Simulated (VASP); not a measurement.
# LiF (Imm2) in VASP: single point with PBEsol

Aim: the single point of LiF with PBEsol.

Program: VASP 6.6.1. These are calculated values, not measurements. Logs are shortened: lines on timing, memory, paths and dates and some standing lists are left out, and cuts for length are marked.

## 1. The cell of the first run

Symmetry: Imm2, No. 44, orthorhombic system. Conventional cell: a = 2.848 Å, b = 4.028 Å, c = 2.848 Å, α = 90.00°, β = 90.00°, γ = 90.00°. Around Li (site symmetry mm2) lie 6 F at 1.97 to 2.06 Å. F (site symmetry mm2) is surrounded by 6 Li at 1.97 to 2.06 Å.

## 2. Single point, PBEsol

INCAR reads:

```
PREC = Accurate
ENCUT = 520
EDIFF = 1E-6
ISMEAR = 0
SIGMA = 0.05
LREAL = False
LASPH = True
NELM = 60
ALGO = Normal
ISIF = 2
LWAVE = False
LCHARG = False
GGA = PS
NBANDS = 12
```

KPOINTS reads:

```
regular mesh
0
Gamma
  10 10 10
```

POSCAR reads:

```
LiF
1.0
    0.0000000000      2.0140000000      2.0140000000
    2.0140000000      0.0000000000      2.0140000000
    2.0140000000      2.0140000000      0.0000000000
Li F
1 1
Direct
   -0.0219434825      0.0000000000      0.0000000000
    0.5000000000      0.5000000000      0.5000000000
```

Potentials or basis: VASP PAW PBE potentials, release 64 (Li_sv, F).

On the command line:

```sh
$ cat potpaw_PBE.64/Li_sv/POTCAR potpaw_PBE.64/F/POTCAR > POTCAR
$ mpirun -np 1 vasp_std > vasp.out
```

OUTCAR:

```text
PREC = Accurate
   ENCUT = 520
   EDIFF = 1E-6
   ISMEAR = 0
   LREAL = False
   LASPH = True
   NELM = 60
   ISIF = 2
   GGA = PS

 ion  position               nearest neighbor table
   1  0.978  0.000  0.000-   2 1.97   2 1.97   2 2.01   2 2.01   2 2.06   2 2.06
   2  0.500  0.500  0.500-   1 1.97   1 1.97   1 2.01   1 2.01   1 2.06   1 2.06

  LATTYP: Found a face centered cubic cell.
 ALAT       =     4.0280000000

  Lattice vectors:

 A1 = (   0.0000000000,   2.0140000000,   2.0140000000)
 A2 = (   2.0140000000,   0.0000000000,   2.0140000000)
 A3 = (   2.0140000000,   2.0140000000,   0.0000000000)

Analysis of symmetry for initial positions (statically):
=====================================================================
 Subroutine PRICEL returns:
 Original cell was already a primitive cell.

 Routine SETGRP: Setting up the symmetry group for a
 face centered cubic supercell.

 Subroutine GETGRP returns: Found  4 space group operations
 (whereof  4 operations were pure point group operations)
 out of a pool of 48 trial point group operations.

The static configuration has the point symmetry C_2v.

Analysis of symmetry for dynamics (positions and initial velocities):
=====================================================================
 Subroutine PRICEL returns:
 Original cell was already a primitive cell.

 Routine SETGRP: Setting up the symmetry group for a
 face centered cubic supercell.

 Subroutine GETGRP returns: Found  4 space group operations
 (whereof  4 operations were pure point group operations)
 out of a pool of 48 trial point group operations.

The dynamic configuration has the point symmetry C_2v.

 Subroutine INISYM returns: Found  4 space group operations
 (whereof  4 operations are pure point group operations),
 and found     1 'primitive' translations

----------------------------------------------------------------------------------------

                                     Primitive cell

  volume of cell :      16.3384

  direct lattice vectors                    reciprocal lattice vectors
     0.000000000  2.014000000  2.014000000    -0.248262165  0.248262165  0.248262165
     2.014000000  0.000000000  2.014000000     0.248262165 -0.248262165  0.248262165
     2.014000000  2.014000000  0.000000000     0.248262165  0.248262165 -0.248262165

  length of vectors
     2.848226115  2.848226115  2.848226115     0.430002683  0.430002683  0.430002683

  position of ions in fractional coordinates (direct lattice)
     0.978056518  0.000000000  0.000000000
     0.500000000  0.500000000  0.500000000

  ion indices of the primitive-cell ions
   primitive index   ion index
                 1           1
                 2           2

----------------------------------------------------------------------------------------

 KPOINTS: regular mesh

Automatic generation of k-mesh.
 Grid dimensions read from file:
 generate k-points for:   10   10   10

 Generating k-lattice:

  Cartesian coordinates                     Fractional coordinates (reciprocal lattice)
    -0.024826216  0.024826216  0.024826216     0.100000000  0.000000000  0.000000000
     0.024826216 -0.024826216  0.024826216     0.000000000  0.100000000  0.000000000
     0.024826216  0.024826216 -0.024826216     0.000000000  0.000000000  0.100000000

  Length of vectors
     0.043000268  0.043000268  0.043000268

  Shift w.r.t. Gamma in fractional coordinates (k-lattice)
     0.000000000  0.000000000  0.000000000

 Subroutine IBZKPT returns following result:
 ===========================================

 Found    171 irreducible k-points:

 Following reciprocal coordinates:
            Coordinates               Weight
  0.000000  0.000000  0.000000      1.000000
  0.100000  0.000000  0.000000      4.000000
  0.000000  0.100000  0.000000      4.000000
  0.200000  0.000000  0.000000      4.000000
  0.000000  0.200000  0.000000      4.000000
  0.300000  0.000000  0.000000      4.000000
[... 16 lines left out ...]
  0.000000  0.400000  0.100000      4.000000
  0.100000  0.000000  0.400000      8.000000
 [... further k-points ...]
   k-points           NKPTS =    171   k-points in BZ     NKDIM =    171   number of bands    NBANDS=     12
   number of dos      NEDOS =    301   number of ions     NIONS =      2
   total plane-waves  NPLWV =  13824
   dimension x,y,z NGX =    24 NGY =   24 NGZ =   24
   dimension x,y,z NGXF=    48 NGYF=   48 NGZF=   48
   ions per type =               1   1
   NGX,Y,Z   is equivalent  to a cutoff of  14.01, 14.01, 14.01 a.u.
   NGXF,Y,Z  is equivalent  to a cutoff of  28.02, 28.02, 28.02 a.u.
 SYSTEM =  unknown system
   PREC   = accura    normal or accurate (medium, high low for compatibility)
   ISTART =      0    job   : 0-new  1-cont  2-samecut
   ICHARG =      2    charge: 1-file 2-atom 10-const
   ISPIN  =      1    spin polarized calculation?
   LNONCOLLINEAR =      F non collinear calculations
   LSORBIT =      F    spin-orbit coupling
   LASPH  =      T    aspherical Exc in radial PAW
   ENCUT  =  520.0 eV  38.22 Ry    6.18 a.u.   5.30  5.30  5.30*2*pi/ulx,y,z
   NELM   =     60;   NELMIN=  2; NELMDL= -5     # of ELM steps
   EDIFF  = 0.1E-05   stopping-criterion for ELM
   LREAL  =      F    real-space projection
   EDIFFG = 0.1E-04   stopping-criterion for IOM
   NSW    =      0    number of steps for IOM
   IBRION =     -1    ionic relax: 0-MD 1-quasi-New 2-CG
   NFREE  =      0    steps in history (QN), initial steepest desc. (CG)
   ISIF   =      2    stress and relaxation
   ISYM   =      2    0-nonsym 1-usesym 2-fastsym
   POTIM  = 0.5000    time-step for ionic-motion
   TEBEG  =    0.0;   TEEND  =   0.0 temperature during run
   PSTRESS=    0.0 pullay stress
   NELECT =      10.0000    total number of electrons
   NUPDOWN=      -1.0000    fix difference up-down
   EMIN   =  10.00;   EMAX   =-10.00  energy-range for DOS
   EFERMI =   0.00;   METHOD = LEGACY
   ISMEAR =     0;   SIGMA  =   0.05  broadening in eV -4-tet -1-fermi 0-gaus
   EFERMI_NEDOS =   21; number of points for ismear=-14 and -15
   IALGO  =     38    algorithm
   IMIX   =      4    mixing-type and parameters
     AMIX     =   0.40;   BMIX     =  1.00
     AMIX_MAG =   1.60;   BMIX_MAG =  1.00
  volume/ion in A,a.u.               =       8.17        55.13
  Fermi-wavevector in a.u.,A,eV,Ry     =   1.389970  2.626662 26.286674  1.932016
  Thomas-Fermi vector in A             =   2.513950
   LORBIT       =      0    0 simple, 1 ext, 2 COOP (PROOUT), +10 PAW based schemes
   GGA     = PS    functional components
   LHFCALC =     F    Hartree Fock is set to
   AEXX    =    0.0000 exact exchange contribution
   IVDW    =     0    specifies the selected vdW correction
   LEPSILON=     F    determine dielectric tensor
   LRPA    =     F    only Hartree local field effects (RPA)
 non-spin polarized calculation
 Gauss-broadening in eV      SIGMA  =   0.05
  energy-cutoff  :      520.00
  volume of cell :       16.34
 maximum number of plane-waves:       459
 NGX is ok and might be reduce to    24
   NGX = 11   NGY = 11   NGZ = 11

 number of electron      10.0000000 magnetization

 number of electron       9.9999992 magnetization

 Free energy of the ion-electron system (eV)
  ---------------------------------------------------
  ext. energy  EPLUGINS =         0.00000000
  ---------------------------------------------------
  free energy    TOTEN  =        -9.84858877 eV

  energy without entropy =       -9.84858877  energy(sigma->0) =       -9.84858877

 E-fermi :  -0.6742     XC(G=0): -10.2006

 val. band max:       -1.1082021865   @ k =   0.0000   0.0000   0.0000
 cond. band min:       7.8011068911   @ k =   0.0000   0.0000   0.0000
 fundamental gap:      8.9093090776
 Fermi energy:        -0.6742022044

 k-point     1 :       0.0000    0.0000    0.0000
  band No.  band energies     occupation
      1     -41.3141      2.00000
      2     -20.9740      2.00000
      3      -1.1157      2.00000
      4      -1.1086      2.00000
      5      -1.1082      2.00000
      6       7.8011      0.00000
      7      22.4389      0.00000
      8      22.4520      0.00000
      9      22.7272      0.00000
     10      23.0002      0.00000
     11      23.2970      0.00000
     12      23.3007      0.00000

 k-point     2 :       0.1000    0.0000    0.0000
  band No.  band energies     occupation
      1     -41.3078      2.00000
      2     -20.9338      2.00000
      3      -1.4025      2.00000
      4      -1.1392      2.00000
      5      -1.1317      2.00000
      6       8.0977      0.00000
      7      19.9489      0.00000
      8      21.4113      0.00000
      9      21.4522      0.00000
     10      23.9918      0.00000
     11      24.0656      0.00000
     12      24.2545      0.00000

 k-point     3 :       0.0000    0.1000    0.0000
  band No.  band energies     occupation
      1     -41.3077      2.00000
      2     -20.9340      2.00000
      3      -1.4071      2.00000
      4      -1.1345      2.00000
      5      -1.1311      2.00000
      6       8.0966      0.00000
      7      19.9584      0.00000
      8      21.4220      0.00000
      9      21.4502      0.00000
     10      23.8733      0.00000
     11      24.0926      0.00000
     12      24.3306      0.00000

 k-point     4 :       0.2000    0.0000    0.0000
  band No.  band energies     occupation
      1     -41.2918      2.00000
      2     -20.8281      2.00000
      3      -2.1049      2.00000
      4      -1.1993      2.00000
      5      -1.1920      2.00000
      6       8.7513      0.00000
      7      17.4904      0.00000
      8      19.9500      0.00000
      9      19.9667      0.00000
     10      25.0415      0.00000
     11      25.4080      0.00000
     12      25.4720      0.00000

 k-point     5 :       0.0000    0.2000    0.0000
  band No.  band energies     occupation
      1     -41.2917      2.00000
      2     -20.8287      2.00000
      3      -2.1071      2.00000
      4      -1.1949      2.00000
      5      -1.1921      2.00000
      6       8.7481      0.00000
      7      17.4960      0.00000
      8      19.9604      0.00000
      9      19.9784      0.00000
     10      24.9586      0.00000
     11      25.4040      0.00000
     12      25.5240      0.00000
[... 228 lines left out ...]
      1     -41.2749      2.00000
      2     -20.7041      2.00000
      3      -2.6618      2.00000
      4      -1.4079      2.00000
      5      -1.3468      2.00000
      6       9.4866      0.00000
      7      16.2315      0.00000
      8      18.8668      0.00000
      9      19.0180      0.00000
     10      23.5690      0.00000
     11      28.1349      0.00000
     12      28.4148      0.00000

 k-point    22 :       0.4000    0.1000    0.0000
  band No.  band energies     occupation
      1     -41.2577      2.00000
      2     -20.5783      2.00000
      3      -3.2867      2.00000
      4      -1.4817      2.00000
      5      -1.4432      2.00000
      6       9.8452      0.00000
      7      15.3723      0.00000
      8      17.9955      0.00000
      9      18.2881      0.00000
     10      25.3901      0.00000
     11      29.4820      0.00000
     12      29.6819      0.00000

 k-point    23 :       0.0000    0.4000    0.1000
  band No.  band energies     occupation
      1     -41.2576      2.00000
      2     -20.5795      2.00000
      3      -3.2862      2.00000
      4      -1.4816      2.00000
      5      -1.4415      2.00000
      6       9.8445      0.00000
      7      15.3778      0.00000
      8      17.8856      0.00000
      9      18.4195      0.00000
     10      25.3655      0.00000
     11      29.4890      0.00000
     12      29.6600      0.00000

 k-point    24 :       0.1000    0.0000    0.4000
  band No.  band energies     occupation
      1     -41.2575      2.00000
      2     -20.5799      2.00000
      3      -3.2851      2.00000
      4      -1.4791      2.00000
      5      -1.4441      2.00000
      6       9.8457      0.00000
      7      15.3563      0.00000
      8      18.0189      0.00000
      9      18.3037      0.00000
     10      25.3885      0.00000
     11      29.4448      0.00000
     12      29.6592      0.00000

 [... further k-points ...]
[... 5 lines left out ...]
  --------------------------------------------------------------------------------------
  -------------------------------------------------------------------------------------
  Total       -0.1347229     -0.1046391     -0.1046391      0.0000000     -0.0033654      0.0000000
  in kB      -13.2112384    -10.2611543    -10.2611543      0.0000000     -0.3300222      0.0000000
  external PRESSURE =     -11.2445157 kB  Pullay stress =       0.0000000 kB

 VOLUME and BASIS-vectors are now :
 -----------------------------------------------------------------------------
  energy-cutoff  :      520.00
  volume of cell :       16.34
      direct lattice vectors                 reciprocal lattice vectors
     0.000000000  2.014000000  2.014000000    -0.248262165  0.248262165  0.248262165
     2.014000000  0.000000000  2.014000000     0.248262165 -0.248262165  0.248262165
     2.014000000  2.014000000  0.000000000     0.248262165  0.248262165 -0.248262165

 POSITION                                       TOTAL-FORCE (eV/Angst)
 -----------------------------------------------------------------------------------
      0.00000      1.96981      1.96981         0.000000      0.074560      0.074560
      2.01400      2.01400      2.01400        -0.000000     -0.074560     -0.074560
 -----------------------------------------------------------------------------------
    total drift:                                0.000000     -0.000001     -0.000001

  FREE ENERGIE OF THE ION-ELECTRON SYSTEM (eV)
  ---------------------------------------------------
  free  energy   TOTEN  =        -9.8485887717 eV

  energy  without entropy=       -9.8485887717  energy(sigma->0) =       -9.84858877
```

Wall time 40 s (1 thread of AMD EPYC 7R43 (Zen 3), shared host); peak memory 0.11 GiB.

What came out:

| Property | Result |
| --- | --- |
| Free energy | -9.8486 eV |
| Largest force | 0.105 eV/Å |
| Band gap on the k mesh | 8.91 eV, direct |

Forces in eV/Å, atoms in the order of the input:
```
Li   0.000  0.075  0.075
F    0.000 -0.075 -0.075
```

Caveat: the cutoff is under 1.25 times the usual one of these potentials, so pressure, stress and relaxed cells hold a basis-set (Pulay) error; the PAW data sets were made with another functional, which shifts forces and pressure a little.
